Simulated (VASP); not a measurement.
SiC:

```
Si C
1.0
     0.00000    2.17900    2.17900
     2.17900    0.00000    2.17900
     2.17900    2.17900    0.00000
Si C
1 1
Direct
  0.00000 0.00000 0.00000
  0.25000 0.25000 0.25000
```

Base run:

* Program: VASP 6.6.1
* Functional: PBEsol
* Potentials or basis: VASP PAW PBE potentials, release 64 (Si, C)
* Cutoff: 520 eV
* k mesh: 6 × 6 × 6
* Occupations: gaussian, width 0.03 eV
* Spin: no spin polarisation

Its results: band gap on the k mesh 1.23 eV, indirect (least direct gap 4.44 eV); pressure 0.2 GPa.

Problem. The run is repeated on the same cell with these changes: functional from PBEsol to HSE06. What comes out?

Solution. Band gap on the k mesh 2.25 eV, indirect (least direct gap 5.75 eV); pressure -1.8 GPa.

HSE06 gives the wider gap, since exact exchange removes part of the self-interaction.

Caveats: the PAW data sets were made with another functional, which shifts forces and pressure a little.

Not every run made on this cell is shown here.
